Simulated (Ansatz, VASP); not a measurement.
**BaS in VASP and in Ansatz**

INCAR

```
  ALGO = Normal
  EDIFF = 1E-6
  ENCUT = 520
  GGA = PE
  ISIF = 2
  ISMEAR = -1
  LASPH = T
  LCHARG = F
  LREAL = F
  LWAVE = F
  NBANDS = 15
  NELM = 100
  PREC = Accurate
  SIGMA = 0.01
```

The input KPOINTS:

```
k-points
0
Gamma
  7 7 7
```

Contents of POSCAR:

```
BaS
1.0
    0.0000000000      3.3215000000      3.1937500000
    3.3215000000      0.0000000000      3.1937500000
    3.3215000000      3.3215000000      0.0000000000
Ba S
1 1
Direct
    0.0000000000      0.0000000000      0.0000000000
    0.5000000000      0.5000000000      0.5000000000
```

Input for Ansatz:

```yaml
crystal:
  lattice:
    - [0.0, 3.3215, 3.19375]
    - [3.3215, 0.0, 3.19375]
    - [3.3215, 3.3215, 0.0]
  atoms:
    - { symbol: Ba, position: [0.0, 0.0, 0.0] }
    - { symbol: S, position: [0.5, 0.5, 0.5] }
kpoints:
  mp_grid: { grid: [7, 7, 7] }
scf:
  occupations: { method: fermi_dirac, width: 0.01 }
hamiltonian:
  xc: pbe
  pseudopotentials: { kind: all_electron, lapw: { basis_error: 0.00025 } }
output:
  forces: true
  stress: true
  eigenvalues: true
```

Change from the starting cell: x and y stretched by +4 %, z held.

Alike in both runs: task single point; functional PBE; k mesh 7 × 7 × 7; occupations fermi-dirac, width 0.01 eV; no spin polarisation.

|  | VASP | Ansatz |
| --- | --- | --- |
| version | VASP 6.6.1 | Ansatz 0.2.0 |
| potentials or method | VASP PAW PBE potentials, release 64 (Ba_sv, S) | all-electron LAPW, scalar-relativistic |
| plane-wave cutoff (eV) | 520 | see its input |

Ansatz gave:

* gap on the k mesh at the Fermi level (eV): 2.28
* pressure (GPa): -2.0
* largest component of the traceless stress (GPa): 1.46

Question: Estimate VASP's values.

Answer: gap on the k mesh at the Fermi level (eV): 2.19; pressure (GPa): -1.6; largest component of the traceless stress (GPa): 1.62.

Ansatz ran all-electron here, so the differences hold the error of VASP's frozen core and of both bases.

Caveats: spin-orbit coupling is left out, which moves the levels of the heavy elements; an odd mesh through Γ misses points on the zone boundary, where band edges often lie.
